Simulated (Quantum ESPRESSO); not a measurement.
# AgCl (Chlorargyrite) (Fm-3m) in Quantum ESPRESSO: dielectric tensor with PBE

Aim: the dielectric tensor of AgCl (Chlorargyrite) with PBE.

All numbers are computed with Quantum ESPRESSO 7.5; they aren't measurements. Logs are shortened: lines on timing, memory, paths and dates and some standing lists are left out, and cuts for length are marked.

**Experimental background.**

A printed reference work, monograph reports, for a bulk crystal of AgCl: high-frequency dielectric constant 3.92.

How close the calculation comes is told below.

## Step 1: The structure

The structure is cubic, space group Fm-3m (No. 225). Conventional cell: a = 5.470 Å, b = 5.470 Å, c = 5.470 Å, α = 90.00°, β = 90.00°, γ = 90.00°. Ag (site symmetry m-3m) is surrounded by 6 Cl at 2.73 Å. Cl (site symmetry m-3m) is surrounded by 6 Ag at 2.73 Å.

## Step 2: Dielectric tensor, PBE, spin-orbit coupling, no magnetisation

Contents of pw.in:

```
&CONTROL
  calculation = 'scf'
  prefix = 'pwscf'
  outdir = './tmp'
  pseudo_dir = './pseudo'
  tprnfor = .true.
  tstress = .true.
  disk_io = 'low'
/
&SYSTEM
  ibrav = 0
  nat = 2
  ntyp = 2
  ecutwfc = 82
  nbnd = 40
  occupations = 'smearing'
  smearing = 'fd'
  degauss = 0.00367493
  noncolin = .true.
  lspinorb = .true.
/
&ELECTRONS
  conv_thr = 4d-10
  electron_maxstep = 120
  mixing_beta = 0.5
/
ATOMIC_SPECIES
Ag   107.8682 Ag.upf
Cl    35.4500 Cl.upf
CELL_PARAMETERS angstrom
   0.0000000000    2.7350000000    2.7350000000
   2.7350000000    0.0000000000    2.7350000000
   2.7350000000    2.7350000000    0.0000000000
ATOMIC_POSITIONS crystal
Ag     0.0000000000    0.0000000000    0.0000000000
Cl     0.5000000000    0.5000000000    0.5000000000
K_POINTS automatic
6 6 6 1 1 1
```

Contents of scf2.in:

```
&CONTROL
  calculation = 'scf'
  prefix = 'pwscf'
  outdir = './tmp'
  pseudo_dir = './pseudo'
  tprnfor = .true.
  tstress = .true.
  disk_io = 'low'
/
&SYSTEM
  ibrav = 0
  nat = 2
  ntyp = 2
  ecutwfc = 82
  nbnd = 40
  occupations = 'fixed'
  noncolin = .true.
  lspinorb = .true.
/
&ELECTRONS
  conv_thr = 1d-13
  electron_maxstep = 120
  mixing_beta = 0.5
  startingpot = 'file'
  startingwfc = 'file'
/
ATOMIC_SPECIES
Ag   107.8682 Ag.upf
Cl    35.4500 Cl.upf
CELL_PARAMETERS angstrom
   0.0000000000    2.7350000000    2.7350000000
   2.7350000000    0.0000000000    2.7350000000
   2.7350000000    2.7350000000    0.0000000000
ATOMIC_POSITIONS crystal
Ag     0.0000000000    0.0000000000    0.0000000000
Cl     0.5000000000    0.5000000000    0.5000000000
K_POINTS automatic
6 6 6 1 1 1
```

Contents of ph.in:

```
dielectric of AgCl
&INPUTPH
  prefix = 'pwscf'
  outdir = './tmp'
  tr2_ph = 1d-16
  fildyn = 'dyn'
  niter_ph = 60
  alpha_mix(1) = 0.7
  epsil = .true.
  trans = .false.
  zeu = .true.
/
0.0000000000 0.0000000000 0.0000000000
```

Potentials or basis: PseudoDojo 0.4 FR PBE standard.

Started as:

```sh
OMP_NUM_THREADS=1 pw.x -in pw.in > pw.out
OMP_NUM_THREADS=1 pw.x -in scf2.in > scf2.out
OMP_NUM_THREADS=1 ph.x -in ph.in > ph.out
```

pw.out:

```text
This program is part of the open-source Quantum ESPRESSO suite
     for quantum simulation of materials; please cite
[... 9 lines left out ...]
     --------------------
     sticks:   dense  smooth     PW     G-vecs:    dense   smooth      PW
     Sum        1201    1201    361                27581    27581    4573

     Using Slab Decomposition

     bravais-lattice index     =            0
     lattice parameter (alat)  =       7.3092  a.u.
     unit-cell volume          =     276.1205 (a.u.)^3
     number of atoms/cell      =            2
     number of atomic types    =            2
     number of electrons       =        26.00
     number of Kohn-Sham states=           40
     kinetic-energy cutoff     =      82.0000  Ry
     charge density cutoff     =     328.0000  Ry
     scf convergence threshold =      4.0E-10
     mixing beta               =       0.5000
     number of iterations used =            8  plain     mixing
     Exchange-correlation= PBE
                           (   1   4   3   4   0   0   0)
     Non magnetic calculation with spin-orbit

     celldm(1)=   7.309223  celldm(2)=   0.000000  celldm(3)=   0.000000
     celldm(4)=   0.000000  celldm(5)=   0.000000  celldm(6)=   0.000000

     crystal axes: (cart. coord. in units of alat)
               a(1) = (   0.000000   0.707107   0.707107 )
               a(2) = (   0.707107   0.000000   0.707107 )
               a(3) = (   0.707107   0.707107   0.000000 )

     reciprocal axes: (cart. coord. in units 2 pi/alat)
               b(1) = ( -0.707107  0.707107  0.707107 )
               b(2) = (  0.707107 -0.707107  0.707107 )
               b(3) = (  0.707107  0.707107 -0.707107 )

     PseudoPot. # 1 for Ag read from file:
     Ag.upf
     Pseudo is Norm-conserving + core correction, Zval = 19.0
     Generated using ONCVPSP code by D. R. Hamann
     Using radial grid of 1538 points, 10 beta functions with:
                l(1) =   0
                l(2) =   0
                l(3) =   1
                l(4) =   1
                l(5) =   1
                l(6) =   1
                l(7) =   2
                l(8) =   2
                l(9) =   2
               l(10) =   2

     PseudoPot. # 2 for Cl read from file:
     Cl.upf
     Pseudo is Norm-conserving + core correction, Zval =  7.0
     Generated using ONCVPSP code by D. R. Hamann
     Using radial grid of 1028 points, 10 beta functions with:
                l(1) =   0
                l(2) =   0
                l(3) =   1
                l(4) =   1
                l(5) =   1
                l(6) =   1
                l(7) =   2
                l(8) =   2
                l(9) =   2
               l(10) =   2

     atomic species   valence    mass     pseudopotential
     Ag               19.00   107.86820     Ag( 1.00)
     Cl                7.00    35.45000     Cl( 1.00)

     48 Sym. Ops., with inversion, found

   Cartesian axes

     site n.     atom                  positions (alat units)
         1        Ag     tau(   1) = (   0.0000000   0.0000000   0.0000000  )
         2        Cl     tau(   2) = (   0.7071068   0.7071068   0.7071068  )

     number of k points=    28  Fermi-Dirac smearing, width (Ry)=  0.0037
                       cart. coord. in units 2pi/alat
        k(    1) = (   0.0589256   0.0589256   0.0589256), wk =   0.0092593
        k(    2) = (   0.1767767   0.1767767  -0.0589256), wk =   0.0277778
        k(    3) = (   0.2946278   0.2946278  -0.1767767), wk =   0.0277778
        k(    4) = (  -0.2946278  -0.2946278   0.4124790), wk =   0.0277778
        k(    5) = (  -0.1767767  -0.1767767   0.2946278), wk =   0.0277778
        k(    6) = (  -0.0589256  -0.0589256   0.1767767), wk =   0.0277778
[... 20 lines left out ...]
        k(   27) = (   0.2946278   0.2946278   0.2946278), wk =   0.0092593
        k(   28) = (  -0.2946278  -0.2946278   0.8838835), wk =   0.0277778

     Dense  grid:    27581 G-vectors     FFT dimensions: (  45,  45,  45)

     Initial potential from superposition of free atoms

     starting charge      25.9995, renormalised to      26.0000
     Starting wfcs are   28 randomized atomic wfcs +   12 random wfcs

     Self-consistent Calculation

     iteration #  1     ecut=    82.00 Ry     beta= 0.50
     Davidson diagonalization with overlap
     ethr =  1.00E-02,  avg # of iterations =  6.5

     Threshold (ethr) on eigenvalues was too large:
     Diagonalizing with lowered threshold

     Davidson diagonalization with overlap
     ethr =  1.58E-04,  avg # of iterations =  4.4

     total energy              =    -342.85210106 Ry
     estimated scf accuracy    <       0.04009851 Ry

     iteration #  2     ecut=    82.00 Ry     beta= 0.50
     Davidson diagonalization with overlap
     ethr =  1.54E-04,  avg # of iterations =  2.0
[... 36 lines left out ...]
     total energy              =    -342.86435665 Ry
     estimated scf accuracy    <       0.00000006 Ry

     iteration #  8     ecut=    82.00 Ry     beta= 0.50
     Davidson diagonalization with overlap
     ethr =  2.19E-10,  avg # of iterations =  2.0

     End of self-consistent calculation

          k = 0.0589 0.0589 0.0589 (  3473 PWs)   bands (ev):

   -80.9587 -80.9587 -48.0170 -48.0170 -42.9374 -42.9374 -42.9373 -42.9373
    -6.5338  -6.5338   5.6912   5.6912   5.7278   5.7278   5.8387   5.8387
     6.2491   6.2491   6.2950   6.2950   6.6045   6.6045   6.9342   6.9342
     6.9524   6.9524  10.1332  10.1332  18.8063  18.8063  19.4516  19.4516
    19.4552  19.4552  21.0566  21.0566  21.2761  21.2761  21.6890  21.6890

          k = 0.1768 0.1768-0.0589 (  3481 PWs)   bands (ev):
[... 113 lines left out ...]
   -80.9585 -80.9585 -48.0184 -48.0184 -42.9404 -42.9404 -42.9390 -42.9390
    -6.0558  -6.0558   4.2124   4.2124   5.2810   5.2810   5.3831   5.3831
     6.0004   6.0004   6.5273   6.5273   6.7338   6.7338   7.0070   7.0070
     7.1694   7.1694  11.4083  11.4083  16.7290  16.7290  17.4481  17.4481
    20.0920  20.0920  20.5083  20.5083  23.4415  23.4415  23.7523  23.7523

          k =-0.5303 0.1768-0.0589 (  3456 PWs)   bands (ev):

   -80.9585 -80.9585 -48.0182 -48.0182 -42.9400 -42.9400 -42.9388 -42.9388
    -6.0792  -6.0792   3.9978   3.9978   4.7880   4.7880   5.0354   5.0354
     6.2618   6.2618   6.6007   6.6007   6.9617   6.9617   7.2295   7.2295
     7.7970   7.7970  12.4456  12.4456  16.0746  16.0746  16.8356  16.8356
    18.6992  18.6992  20.4785  20.4785  23.2664  23.2664  24.1705  24.1705

          k =-0.4125 0.0589 0.0589 (  3473 PWs)   bands (ev):

   -80.9586 -80.9586 -48.0179 -48.0179 -42.9394 -42.9394 -42.9383 -42.9383
    -6.2046  -6.2046   3.9718   3.9718   5.3064   5.3064   5.3761   5.3761
     6.0610   6.0610   6.5462   6.5462   6.8893   6.8893   7.1727   7.1727
     7.6767   7.6767  12.4992  12.4992  15.9850  15.9850  17.1628  17.1628
    18.9394  18.9394  19.4541  19.4541  23.0844  23.0844  24.6857  24.6857
[... 75 lines left out ...]
   -80.9585 -80.9585 -48.0182 -48.0182 -42.9402 -42.9402 -42.9384 -42.9384
    -6.0514  -6.0514   3.5426   3.5426   4.4620   4.4620   4.5027   4.5027
     6.5268   6.5268   6.6005   6.6005   7.0508   7.0508   8.0744   8.0744
     8.6817   8.6817  13.9022  13.9022  14.4128  14.4128  16.8640  16.8640
    17.0338  17.0338  21.8296  21.8296  22.1169  22.1169  23.5459  23.5459

     the Fermi energy is     9.5152 ev

!    total energy              =    -342.86435666 Ry
     estimated scf accuracy    <          3.4E-10 Ry
     smearing contrib. (-TS)   =      -0.00000001 Ry
     internal energy E=F+TS    =    -342.86435665 Ry

     The total energy is F=E-TS. E is the sum of the following terms:
     one-electron contribution =    -176.65838162 Ry
     hartree contribution      =      99.06875904 Ry
     xc contribution           =     -55.37786090 Ry
     ewald contribution        =    -209.89687317 Ry

     convergence has been achieved in   8 iterations

     Forces acting on atoms (cartesian axes, Ry/au):

     atom    1 type  1   force =    -0.00000000   -0.00000000    0.00000000
     atom    2 type  2   force =     0.00000000    0.00000000    0.00000000

     Total force =     0.000000     Total SCF correction =     0.000000

     Computing stress (Cartesian axis) and pressure

          total   stress  (Ry/bohr**3)                   (kbar)     P=       38.93
   0.00026464   0.00000000   0.00000000           38.93        0.00        0.00
  -0.00000000   0.00026464   0.00000000           -0.00       38.93        0.00
   0.00000000   0.00000000   0.00026464            0.00        0.00       38.93

=------------------------------------------------------------------------------=
   JOB DONE.
=------------------------------------------------------------------------------=
```

scf2.out:

```text
This program is part of the open-source Quantum ESPRESSO suite
     for quantum simulation of materials; please cite
[... 9 lines left out ...]
     --------------------
     sticks:   dense  smooth     PW     G-vecs:    dense   smooth      PW
     Sum        1201    1201    361                27581    27581    4573
[... 395 lines left out ...]
   0.00026413  -0.00000000  -0.00000000           38.85       -0.00       -0.00
   0.00000000   0.00026413  -0.00000000            0.00       38.85       -0.00
  -0.00000000  -0.00000000   0.00026413           -0.00       -0.00       38.85

=------------------------------------------------------------------------------=
   JOB DONE.
=------------------------------------------------------------------------------=
```

Wall time 32 min (1 thread of Arm Neoverse V1, shared host); peak memory 0.23 GiB.

Results:

* Free energy: -4664.9072 eV
* Pressure: 3.9 GPa
* Electronic dielectric tensor (diagonal): 5.24
* Born charges (mean of the diagonal): Ag +1.42; Cl -1.42 e

Levels at points of the mesh, in eV from the valence-band top:
```tsv
k point	band 23	band 24	band 25	band 26	band 27	band 28	band 29	band 30
(0.08, 0.08, 0.08)	-1.86	-1.86	-1.85	-1.85	1.34	1.34	10.01	10.01
```

Electronic dielectric tensor:
```
5.24 0.00 0.00
0.00 5.24 0.00
0.00 0.00 5.24
```

Born effective charge tensors (e):
atom 1, Ag
```
1.42 0.00 0.00
0.00 1.42 0.00
0.00 0.00 1.42
```
atom 2, Cl
```
-1.42  0.00  0.00
 0.00 -1.42  0.00
 0.00  0.00 -1.42
```

Caveat: the cell is more than 3 GPa from zero pressure, which shifts response properties.

## Step 3: Against experiment

Step 2. Against the measured high-frequency dielectric constant of AgCl, 3.92 (a printed reference work, monograph), the calculated 5.24 is off by +33.7 %. So large a miss can be the level of theory's own, or it may mean another phase, state or a wrong row.
